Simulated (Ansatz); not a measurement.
# BN (P6_3mc) in Ansatz: notebook

Aim: see how the results for BN move with the level of theory and the settings. Levels: PBE, r2SCAN. Tasks: elastic constants, band structure.

All numbers are computed with Ansatz 0.2.0; they aren't measurements. Logs are shortened: lines on timing, memory, paths and dates and some standing lists are left out, and cuts for length are marked.

### Step 1. The structure

The structure is hexagonal, space group P6_3mc (No. 186). Conventional cell: a = 2.554 Å, b = 2.554 Å, c = 4.227 Å, α = 90.00°, β = 90.00°, γ = 120.00°. Around N (site symmetry 3m) lie 4 B at 1.57 to 1.58 Å. B (site symmetry 3m) has 4 N at 1.57 to 1.58 Å as nearest neighbours.

Measurements of this composition are mostly on another form, of space group No. 194.

### Step 2. Elastic constants, PBE

input.yaml

```yaml
crystal:
  lattice:
    - [2.5539396017, 0.0, 0.0]
    - [-1.2769698009, 2.2117765748, 0.0]
    - [0.0, 0.0, 4.226855]
  atoms:
    - { symbol: "N", position: [0.3333333333, 0.6666666667, 0.125276] }
    - { symbol: "N", position: [0.6666666667, 0.3333333333, 0.625276] }
    - { symbol: B, position: [0.3333333333, 0.6666666667, 0.499724] }
    - { symbol: B, position: [0.6666666667, 0.3333333333, 0.999724] }
hamiltonian:
  xc: pbe
  pseudopotentials: { kind: paw }
kpoints:
  mp_grid: { grid: [9, 9, 5] }
scf:
  occupations: { method: fixed }
output:
  forces: true
  stress: true
elastic:
  mode: relaxed_ion
  stencil: two_point
```

Potentials or basis: Ansatz PAW.

Command:

```bash
$ ansatz run input.yaml --threads 2 --pin off --max-ram 5632MiB --backend cpu --events-out ev --progress --plain --runs-dir out
```

What it wrote:

```text
Warning: RAYON_NUM_THREADS=2 ignored (pool sized by the plan → 2); use --threads N
Engine: ansatz 0.2.0, x86_64-unknown-linux-gnu
Pseudopotentials: kind: paw
Pseudopotential: N, paw, valence charge 5, recommended cutoff 420 eV (normal), N.paw.azcp
Pseudopotential: B, paw, valence charge 3, recommended cutoff 420 eV (normal), B.paw.azcp
Functional definition: PBE
  parameter kappa = 0.804
  parameter beta = 0.06672455060314922
  exchange = pbe_x(kappa = kappa, mu = beta*pi^2/3)
  correlation = pbe_c(beta = beta)
Crystal: 4 atoms, lattice volume = 23.876 Å³
Basis set: ecut = 420 eV, 465 PW (Γ), exchange–correlation on 36×36×60 points (8 copies of the dense FFT grid, shifted against one another)
Bands: 12, of which v1, the nominal top of the filled ones, is band 8 counted from 1 (7 counted from 0)
Symmetry: 12 space group operations
Space group: P63mc (ITA 186), of the structure as read, at distance tolerance 2.9e-5 Å
k-points: 36 of 405 (time reversal used)
Non-local potential: N, projectors of the file, l = 0: 2, l = 1: 2, l = 2: 1
Non-local potential: B, projectors of the file, l = 0: 2, l = 1: 2, l = 2: 1
PAW form: soft (Blöchl's): semilocal exchange-correlation on the pseudo side does not see the compensation charge
PAW one-centre angular grid: N, 110 points (default); XC on 64 Gauss nodes
PAW one-centre angular grid: B, 110 points (default); XC on 64 Gauss nodes
Initial density: superposition of atomic densities (neutral atoms: chi_scale 0, normalization atom), corrected by the library's trained network
Initial wavefunctions: pseudopotential atomic-orbital guess
Functional: x = pbe(κ = 0.804, μ = 0.2195149727645171), c = pbe(β = 0.06672455060314922)
SCF iter   1: F=—  HF=-1084.482583 eV  |F-HF|=—  |Δ(HF+E_count)|=         —  Δρ=2.71e-3  dr2=9.08e-4  ethr=1.77e-3  ⟨swp⟩=4.6  Hψ=2045  notcnv=0  defer=52
preconditioner: auto → none  [insulator: Δε(μ)=5.198 eV  Ē_g=17.514 eV  n_scr=2 (ndim 8)  ℏωp=30.4 eV  f_vac=0.000  ε∞_Penn≈4.0]
SCF iter   2: F=—  HF=-1084.482745 eV  |F-HF|=—  |Δ(HF+E_count)|=   1.62e-4  Δρ=9.71e-4  dr2=1.11e-4  ethr=5.68e-6  ⟨swp⟩=2.3  Hψ=1060  notcnv=0  defer=68
SCF iter   3: F=—  HF=-1084.482848 eV  |F-HF|=—  |Δ(HF+E_count)|=   1.04e-4  Δρ=4.79e-4  dr2=1.63e-5  ethr=6.94e-7  ⟨swp⟩=2.8  Hψ=770  notcnv=0  defer=23
SCF iter   4: F=—  HF=-1084.482897 eV  |F-HF|=—  |Δ(HF+E_count)|=   4.90e-5  Δρ=1.38e-4  dr2=1.44e-6  ethr=1.02e-7  ⟨swp⟩=2.4  Hψ=679  notcnv=0
SCF iter   5: F=—  HF=-1084.482901 eV  |F-HF|=—  |Δ(HF+E_count)|=   3.69e-6  Δρ=2.04e-5  dr2=3.09e-8  ethr=8.99e-9  ⟨swp⟩=2.1  Hψ=697  notcnv=0
SCF iter   6: F=—  HF=-1084.482901 eV  |F-HF|=—  |Δ(HF+E_count)|=   1.05e-7  Δρ=1.71e-6  dr2=2.59e-10  ethr=1.93e-10  ⟨swp⟩=2.0  Hψ=712  notcnv=0
SCF iter   7: F=—  HF=-1084.482901 eV  |F-HF|=—  |Δ(HF+E_count)|=  6.28e-10  Δρ=9.62e-8  dr2=1.13e-12  ethr=1.62e-12  ⟨swp⟩=2.0  Hψ=707  notcnv=0
SCF iter   8: F=-1084.482901 eV  HF=-1084.482901 eV  |F-HF|=0.00e0  |Δ(HF+E_count)|=  1.82e-12  Δρ=7.06e-9  dr2=6.15e-15  ethr=1.00e-12  ⟨swp⟩=6.0  Hψ=2109  notcnv=0
SCF 1 converged in 8 iterations: F = -1084.482901 eV  dr2 = 6.15e-15
relax step   1: F+E_penalty+E_count = -1084.48290118 eV  Δ(F+E_penalty+E_count) = +0.000e0 eV  max|allowed force component| = 1.653e-2 eV/Å  Δτ_max = 0.0000 Å  (8 SCF iters, accepted)
Initial density: handed on by an earlier stage of this run
Initial wavefunctions: pseudopotential atomic-orbital guess (no wavefunctions were taken with the density)
iter 1 solved again at ethr=1.09e-7 eV; its pass at ethr=3.10e-3 eV (dr2=1.74e-5 eV) is discarded
SCF iter   1: F=—  HF=-1084.482911 eV  |F-HF|=—  |Δ(HF+E_count)|=         —  Δρ=2.86e-4  dr2=1.43e-5  ethr=1.09e-7  ⟨swp⟩=3.1  Hψ=3308  notcnv=0  defer=67
preconditioner: auto → none  [insulator: Δε(μ)=5.219 eV  Ē_g=17.524 eV  n_scr=2 (ndim 8)  ℏωp=30.4 eV  f_vac=0.000  ε∞_Penn≈4.0]
SCF iter   2: F=—  HF=-1084.482907 eV  |F-HF|=—  |Δ(HF+E_count)|=   3.59e-6  Δρ=7.78e-5  dr2=1.10e-6  ethr=8.96e-8  ⟨swp⟩=2.5  Hψ=709  notcnv=0  defer=18
SCF iter   3: F=—  HF=-1084.482908 eV  |F-HF|=—  |Δ(HF+E_count)|=   9.07e-7  Δρ=1.10e-5  dr2=6.24e-9  ethr=6.86e-9  ⟨swp⟩=2.2  Hψ=675  notcnv=0  defer=1
SCF iter   4: F=—  HF=-1084.482908 eV  |F-HF|=—  |Δ(HF+E_count)|=   2.80e-9  Δρ=3.13e-6  dr2=1.67e-9  ethr=3.90e-11  ⟨swp⟩=2.1  Hψ=696  notcnv=0  defer=1
SCF iter   5: F=—  HF=-1084.482908 eV  |F-HF|=—  |Δ(HF+E_count)|=  4.97e-10  Δρ=5.13e-7  dr2=2.25e-11  ethr=1.04e-11  ⟨swp⟩=2.0  Hψ=675  notcnv=0  defer=1
SCF iter   6: F=—  HF=-1084.482908 eV  |F-HF|=—  |Δ(HF+E_count)|=  2.73e-12  Δρ=7.88e-8  dr2=2.88e-13  ethr=1.41e-13 (applied; sched 1.00e-12)  ⟨swp⟩=2.8  Hψ=770  notcnv=0  defer=1
SCF iter   7: F=-1084.482908 eV  HF=-1084.482908 eV  |F-HF|=4.55e-13  |Δ(HF+E_count)|=  2.27e-13  Δρ=4.34e-9  dr2=1.13e-15  ethr=1.00e-12  ⟨swp⟩=4.0  Hψ=1354  notcnv=0
SCF 2 converged in 7 iterations: F = -1084.482908 eV  dr2 = 1.13e-15
relax step   2: F+E_penalty+E_count = -1084.48290802 eV  Δ(F+E_penalty+E_count) = -6.844e-6 eV  max|allowed force component| = 1.086e-2 eV/Å  Δτ_max = 0.0001 Å  (7 SCF iters, accepted)
Initial wavefunctions: those handed on with the density
iter 1 solved again at ethr=6.57e-9 eV; its pass at ethr=3.10e-3 eV (dr2=1.05e-6 eV) is discarded
SCF iter   1: F=—  HF=-1084.482910 eV  |F-HF|=—  |Δ(HF+E_count)|=         —  Δρ=8.65e-5  dr2=1.08e-6  ethr=6.57e-9  ⟨swp⟩=1.3  Hψ=2343  notcnv=0
preconditioner: auto → none  [insulator: Δε(μ)=5.226 eV  Ē_g=17.524 eV  n_scr=2 (ndim 8)  ℏωp=30.4 eV  f_vac=0.000  ε∞_Penn≈4.0]
SCF iter   2: F=—  HF=-1084.482913 eV  |F-HF|=—  |Δ(HF+E_count)|=   3.06e-6  Δρ=3.42e-5  dr2=1.31e-7  ethr=6.57e-9  ⟨swp⟩=2.1  Hψ=696  notcnv=0
SCF iter   3: F=—  HF=-1084.482913 eV  |F-HF|=—  |Δ(HF+E_count)|=   2.32e-8  Δρ=5.67e-6  dr2=2.44e-9  ethr=8.22e-10  ⟨swp⟩=2.2  Hψ=714  notcnv=0
SCF iter   4: F=—  HF=-1084.482913 eV  |F-HF|=—  |Δ(HF+E_count)|=  7.33e-10  Δρ=2.03e-6  dr2=7.56e-10  ethr=1.53e-11  ⟨swp⟩=2.2  Hψ=707  notcnv=0
SCF iter   5: F=—  HF=-1084.482913 eV  |F-HF|=—  |Δ(HF+E_count)|=  2.36e-10  Δρ=2.07e-7  dr2=5.75e-12  ethr=4.72e-12  ⟨swp⟩=2.2  Hψ=701  notcnv=0
SCF iter   6: F=—  HF=-1084.482913 eV  |F-HF|=—  |Δ(HF+E_count)|=  1.59e-12  Δρ=3.85e-8  dr2=1.43e-13  ethr=3.59e-14 (applied; sched 1.00e-12)  ⟨swp⟩=2.5  Hψ=721  notcnv=0
[... 238 lines left out ...]
SCF iter   6: F=—  HF=-1084.482807 eV  |F-HF|=—  |Δ(HF+E_count)|=  6.82e-13  Δρ=2.52e-8  dr2=1.17e-13  ethr=1.00e-12  ⟨swp⟩=4.1  Hψ=4589  notcnv=0
SCF iter   7: F=-1084.482807 eV  HF=-1084.482807 eV  |F-HF|=0.00e0  |Δ(HF+E_count)|=  2.27e-13  Δρ=1.03e-8  dr2=1.42e-14  ethr=1.00e-12  ⟨swp⟩=4.0  Hψ=4270  notcnv=0
SCF 26 converged in 7 iterations: F = -1084.482807 eV  dr2 = 1.42e-14
relax step   3: F+E_penalty+E_count = -1084.48280701 eV  Δ(F+E_penalty+E_count) = -3.424e-7 eV  max|allowed force component| = 3.443e-6 eV/Å  Δτ_max = 0.0001 Å  (7 SCF iters, accepted)
iter 1 solved again at ethr=1.24e-12 eV; its pass at ethr=3.10e-3 eV (dr2=1.98e-10 eV) is discarded
SCF iter   1: F=—  HF=-1084.482804 eV  |F-HF|=—  |Δ(HF+E_count)|=         —  Δρ=1.61e-6  dr2=1.95e-10  ethr=1.24e-12  ⟨swp⟩=2.1  Hψ=8181  notcnv=0
SCF iter   2: F=—  HF=-1084.482807 eV  |F-HF|=—  |Δ(HF+E_count)|=   3.40e-6  Δρ=8.84e-7  dr2=7.64e-11  ethr=1.22e-12  ⟨swp⟩=3.3  Hψ=2966  notcnv=0
SCF iter   3: F=—  HF=-1084.482807 eV  |F-HF|=—  |Δ(HF+E_count)|=  4.32e-12  Δρ=5.48e-7  dr2=2.32e-11  ethr=4.78e-13 (applied; sched 1.00e-12)  ⟨swp⟩=2.0  Hψ=1974  notcnv=0
SCF iter   4: F=—  HF=-1084.482807 eV  |F-HF|=—  |Δ(HF+E_count)|=  4.77e-12  Δρ=4.01e-7  dr2=1.22e-11  ethr=1.45e-13 (applied; sched 1.00e-12)  ⟨swp⟩=1.0  Hψ=1380  notcnv=0
SCF iter   5: F=—  HF=-1084.482807 eV  |F-HF|=—  |Δ(HF+E_count)|=  4.09e-12  Δρ=2.46e-7  dr2=4.55e-12  ethr=7.61e-14 (applied; sched 1.00e-12)  ⟨swp⟩=1.0  Hψ=1380  notcnv=0
SCF iter   6: F=—  HF=-1084.482807 eV  |F-HF|=—  |Δ(HF+E_count)|=  9.09e-13  Δρ=1.88e-7  dr2=2.65e-12  ethr=2.84e-14 (applied; sched 1.00e-12)  ⟨swp⟩=1.0  Hψ=1380  notcnv=0
SCF iter   7: F=—  HF=-1084.482807 eV  |F-HF|=—  |Δ(HF+E_count)|=  9.09e-13  Δρ=1.16e-7  dr2=1.01e-12  ethr=1.66e-14 (applied; sched 1.00e-12)  ⟨swp⟩=1.0  Hψ=1380  notcnv=0
SCF iter   8: F=—  HF=-1084.482807 eV  |F-HF|=—  |Δ(HF+E_count)|=  6.82e-13  Δρ=4.31e-8  dr2=1.39e-13  ethr=6.29e-15 (applied; sched 1.00e-12)  ⟨swp⟩=1.7  Hψ=1898  notcnv=0
SCF iter   9: F=-1084.482807 eV  HF=-1084.482807 eV  |F-HF|=2.27e-13  |Δ(HF+E_count)|=  2.27e-13  Δρ=1.64e-8  dr2=2.03e-14  ethr=1.00e-12  ⟨swp⟩=3.1  Hψ=3686  notcnv=0
SCF 27 converged in 9 iterations: F = -1084.482807 eV  dr2 = 2.03e-14
SCF converged after 9 iterations
Free energy (F): -1084.482913 eV
Harris-Foulkes:  -1084.482913 eV  (|F-HF|=0.00e0)
Internal energy: -1084.482913 eV  (E = F + TS)
E sigma→0 (E₀):  -1084.482913 eV
Fermi energy:    11.164358 eV
--- Per-component energies (eV) ---
  E_band       = 51.034219
  E_kinetic    = 370.140599
  E_local      = -354.565715  (includes V_loc(G=0)·N_el)
  E_nonlocal   = 113.042579
  E_hartree    = 99.655110
  E_xc         = -186.642711
  E_vxc        = -232.134133  (∫ρ·V_xc dr)
  E_paw        = -412.786760  (= ΣΔE_a)
  E_vpaw       = -44.759533  (= ΣTr[D̂ρ^β])
  E_aug_tail   = 0.000203  (compensation charges beyond the density's cutoff)
  E_ewald      = -713.326217
  E_smearing   = -0.000000  (= −TS)
  E_closure    = 0.000000  (closes the sum)
  Σ components = -1084.482913   (vs F -1084.482913, Δ=0.00e0)
--- Forces (eV/Å), atoms counted from 1 ---
  atom   1  N      0.00000000     0.00000000    -0.00001783
  atom   2  N     -0.00000000    -0.00000000    -0.00001783
  atom   3  B     -0.00000000    -0.00000000     0.00001787
  atom   4  B      0.00000000     0.00000000     0.00001787
  max |Σ_I F_I| component: 8.46e-8 eV/Å
--- Stress (GPa, compression-positive) ---
        0.206016      -0.000000       0.000000
       -0.000000       0.206016      -0.000000
        0.000000       0.000000      -0.515887
  P = ⅓ Tr σ = -0.0346 GPa (-0.346 kbar)
--- Band table (eV; the first three rows and the last of 36) ---
  k-point 0: bands = ["-9.1218", "-5.0197", "0.3443", "9.0682", "9.0682", "10.9021", "11.1644", "11.1644", "19.5165", "19.5165", "19.6962", "20.5768"]
  k-point 1: bands = ["-8.8849", "-5.7759", "1.5197", "9.2343", "9.2343", "9.6586", "10.9184", "10.9184", "19.7984", "19.7984", "20.1850", "20.5761"]
  k-point 2: bands = ["-8.1871", "-7.0848", "4.0410", "6.9741", "9.6964", "9.6964", "10.3320", "10.3320", "20.5429", "20.5572", "20.5572", "20.5785"]
  k-point 35: bands = ["-3.7463", "-3.7463", "2.5000", "2.5000", "3.0093", "4.0945", "7.9748", "7.9748", "19.8795", "20.6893", "20.6893", "22.6834"]
--- Elastic constants: 3 strain directions × 2 members + reference (group order 12) ---
  dense FFT box of the reference and of every strained cell: 18×18×30
  strains applied: 11, 33, 23; error gains: componentwise 1.00 (the most a stress slope's error grows in a printed constant), spectral 1.41 (1 for all six strains in a standard setting)
  reference relaxed by the batch: 3 steps; max|allowed force component| 1.65e-2 eV/Å at the deck's positions, 1.79e-5 at the last accepted step, 1.79e-5 by the solve of record
  largest displacement 3.6e-4 Å; the constants are those of the deck's cell at these positions:
  atoms:
    - { symbol: N, position: [0.33333333333333326, 0.6666666666666667, 0.12518984586581547] }
    - { symbol: N, position: [0.6666666666666666, 0.3333333333333333, 0.6251898458658155] }
    - { symbol: B, position: [0.33333333333333326, 0.6666666666666667, 0.4998101541341844] }
    - { symbol: B, position: [0.6666666666666666, 0.3333333333333333, 0.9998101541341844] }
  C = ∂σ_k/∂η_j (tension-positive GPa; Voigt order 11 22 33 23 13 12):
       921.957    128.716     57.695     -0.000      0.000     -0.000
       128.716    921.957     57.695     -0.000      0.000      0.000
        57.287     57.287   1004.645     -0.000      0.000     -0.000
         0.000     -0.000      0.000    330.123      0.000      0.000
         0.000     -0.000     -0.000     -0.000    330.123     -0.000
         0.000     -0.000      0.000      0.000      0.000    396.621
  reference stress σ⁰ (GPa):     -0.206     -0.206      0.516      0.000     -0.000      0.000
  C* (energy form; C + prestress term) asymmetry max|C*_kj − C*_jk| = 3.136e-1 GPa — a small one proves nothing (zero by symmetry where the batch's group is 432, −43m or m−3m); a large one is finite-difference/SCF noise where every solve meets its electron count
  moduli (Voigt/Reuss/Hill, GPa): K = 370.66/370.65/370.66   G = 385.03/378.18/381.61   E = 852.32   ν = 0.117
  mechanically stable: yes (min eigenvalue of sym C = 330.12 GPa)
  the stresses are not corrected for the forces that the relaxations left standing (`elastic.f_tol`)
  strain η (Voigt 11):  stress-route row diagonal C_11 = 921.96 GPa, energy-path curvature d²(F+E_count+ΔE)/dδ²/Ω₀ = 922.92 GPa
         δ    σ_11 (GPa)             F (eV)   n_scf  n_hpsi   n_pw
    -2.000e-3      -2.0616       -1084.4825170       9   16213    476   relax 3 steps, max|allowed force component| 3.09e-5 eV/Å
     2.000e-3       1.6262       -1084.4826828       8   15227    480   relax 3 steps, max|allowed force component| 2.81e-6 eV/Å
  strain η (Voigt 33):  stress-route row diagonal C_33 = 1004.64 GPa, energy-path curvature d²(F+E_count+ΔE)/dδ²/Ω₀ = 1004.09 GPa
         δ    σ_33 (GPa)             F (eV)   n_scf  n_hpsi   n_pw
    -2.000e-3      -1.5073       -1084.4827260       9    7679    476   relax 2 steps, max|allowed force component| 4.17e-6 eV/Å
     2.000e-3       2.5113       -1084.4824829       8    7274    482   relax 3 steps, max|allowed force component| 4.01e-7 eV/Å
  strain η (Voigt 23):  stress-route row diagonal C_44 = 330.12 GPa, energy-path curvature d²(F+E_count+ΔE)/dδ²/Ω₀ = 329.24 GPa
         δ    σ_23 (GPa)             F (eV)   n_scf  n_hpsi   n_pw
    -2.000e-3      -0.6602       -1084.4828070       9   25021    479   relax 3 steps, max|allowed force component| 4.62e-6 eV/Å
     2.000e-3       0.6602       -1084.4828070       9   24953    479   relax 3 steps, max|allowed force component| 3.44e-6 eV/Å
```

It took 89 s on 2 threads of Intel Xeon at 2.50GHz (Skylake/Cascade Lake), shared host; peak memory 0.37 GiB.

What came out:

| Property | Result |
| --- | --- |
| Free energy | -1084.4829 eV |
| Pressure | 0.0 GPa |
| Band gap on the k mesh | 5.23 eV, indirect (least direct gap 8.24 eV) |
| Voigt bulk modulus | 371 GPa |

Levels at points of the mesh, in eV from the valence-band top:
| k point | band 6 | band 7 | band 8 | band 9 | band 10 | band 11 |
| --- | --- | --- | --- | --- | --- | --- |
| (0.00, 0.00, 0.00) | -0.26 | 0.00 | 0.00 | 8.35 | 8.35 | 8.53 |

Elastic tensor in Voigt notation (GPa, in the Cartesian axes of the cell as first typed):
```
 922  129   58    0    0    0
 129  922   58    0    0    0
  57   57 1005    0    0    0
   0    0    0  330    0    0
   0    0    0    0  330    0
   0    0    0    0    0  397
```

Caveat: odd divisions of the mesh miss points on the zone boundary, where band edges often lie, so the gap on the mesh can be too wide; the pressure holds a Pulay correction of +1.1 GPa for the finite cutoff.

### Step 3. Band structure, r2SCAN

input.yaml, as its differences from that of step 2:

```diff
@@ -11,8 +11,15 @@
 hamiltonian:
-  xc: pbe
+  xc: r2scan
   pseudopotentials: { kind: paw }
 kpoints:
-  mp_grid: { grid: [9, 9, 5] }
+  mp_grid: { grid: [12, 12, 6] }
+  band_path:
+    path:
+      - [[0.0, 0.0, 0.0], [0.5, 0.0, 0.0], [0.3333333333, 0.3333333333, 0.0], [0.0, 0.0, 0.0], [0.0, 0.0, 0.5], [0.5, 0.0, 0.5], [0.3333333333, 0.3333333333, 0.5], [0.0, 0.0, 0.5]]
+      - [[0.5, 0.0, 0.5], [0.5, 0.0, 0.0]]
+      - [[0.3333333333, 0.3333333333, 0.0], [0.3333333333, 0.3333333333, 0.5]]
+    npoints: 14
 scf:
-  occupations: { method: fixed }
+  occupations: { method: fermi_dirac, width: 0.05 }
+  n_extra_bands: 10
 output:
@@ -20,4 +27,3 @@
   stress: true
-elastic:
-  mode: relaxed_ion
-  stencil: two_point
+  eigenvalues: true
+  fatbands: false
```

Potentials or basis: Ansatz PAW.

Command:

```bash
$ ansatz run input.yaml --threads 2 --pin off --max-ram 5632MiB --backend cpu --events-out ev --progress --plain --runs-dir out
```

It took 16 s on 2 threads of Intel Xeon at 2.50GHz (Skylake/Cascade Lake), shared host; peak memory 0.4 GiB.

Results (log left out):

* Free energy: -1087.9318 eV
* Pressure: -4.7 GPa
* Largest force: 0.025 eV/Å
* Band gap on the k mesh: 5.76 eV, indirect (least direct gap 8.94 eV)
* Band gap along the path: 5.76 eV, indirect (least direct gap 8.93 eV)

Forces in eV/Å, atoms in the order of the input:
```
N    0.000  0.000 -0.025
N    0.000  0.000 -0.025
B    0.000  0.000  0.025
B    0.000  0.000  0.025
```

Stress tensor (GPa, compression positive):
```
-4.52  0.00  0.00
 0.00 -4.52  0.00
 0.00  0.00 -5.18
```

Levels at the corners of the path, in eV from the valence-band top:
```csv
point,band 4,band 5,band 6,band 7,band 8,band 9,band 10,band 11,band 12,band 13
Γ,-2.18,-2.18,-0.28,0.00,0.00,9.06,9.06,9.24,10.06,11.33
M,-8.09,-7.13,-5.12,-4.47,-2.17,7.27,8.57,11.34,12.09,13.72
K,-7.50,-7.50,-5.57,-5.57,-5.57,5.76,14.30,14.30,14.77,15.30
Γ,-2.18,-2.18,-0.28,0.00,0.00,9.06,9.06,9.24,10.06,11.33
A,-5.92,-1.20,-1.20,-1.20,-1.20,10.13,10.13,10.66,10.66,10.66
L,-10.32,-3.87,-3.87,-3.69,-3.69,7.16,7.16,10.64,10.64,15.21
H,-9.15,-7.88,-7.88,-3.12,-3.12,9.94,9.94,10.90,10.90,15.34
A,-5.92,-1.20,-1.20,-1.20,-1.20,10.13,10.13,10.66,10.66,10.66
L,-10.32,-3.87,-3.87,-3.69,-3.69,7.16,7.16,10.64,10.64,15.21
M,-8.09,-7.13,-5.12,-4.47,-2.17,7.27,8.57,11.34,12.09,13.72
K,-7.50,-7.50,-5.57,-5.57,-5.57,5.76,14.30,14.30,14.77,15.30
H,-9.15,-7.88,-7.88,-3.12,-3.12,9.94,9.94,10.90,10.90,15.34
```

Caveat: the PAW data sets come from PBE, with cores solved anew for the run's functional, which leaves a small shift of forces and pressure. r2SCAN opens gaps a little over a GGA but as a rule still falls short of measured ones.
